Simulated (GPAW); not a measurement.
Input of a GPAW 26.7.0 run:

run.py

```python
from ase import Atoms
from ase.dft.bandgap import bandgap
from ase.io import write
from ase.units import GPa
from gpaw import GPAW, PW

atoms = Atoms(['Ti'],
              cell=[[0.0, 2.03, 2.03],
                    [2.03, 0.0, 2.03],
                    [2.03, 2.03, 0.0]],
              scaled_positions=[[0.0, 0.0, 0.0]],
              pbc=True)

calc = GPAW(mode=PW(500),
            xc='LDA',
            kpts={'size': (9, 9, 9), 'gamma': True},
            occupations={'name': 'fermi-dirac', 'width': 0.05},
            nbands=14,
            maxiter=120,
            txt='gpaw.txt')
atoms.calc = calc
energy = atoms.get_potential_energy()
forces = atoms.get_forces()
stress = atoms.get_stress()
calc.write('gs.gpw')
write('result.traj', atoms)
print(f'Energy: {energy:.6f} eV')
print('Forces (eV/A):')
print(forces.round(4))
print('Stress (GPa):', (stress / GPa).round(3))
print('Fermi level:', round(calc.get_fermi_level(), 4), 'eV')
print(f'Gap: {bandgap(calc)[0]:.4f} eV, direct: {bandgap(calc, direct=True)[0]:.4f} eV')
```

Potentials or basis: the program's PAW data sets (release 1.2.1) made for this functional, pw.

Command:

```bash
$ OMP_NUM_THREADS=1 python run.py
```

Task: Predict the band gap on the k mesh.

Result: None (metal or under the smearing width).

Task: Predict the pressure.

Result: -4.6 GPa.

Caveat: the cutoff is short for stress and forces, so pressures can be off by a GPa or more.
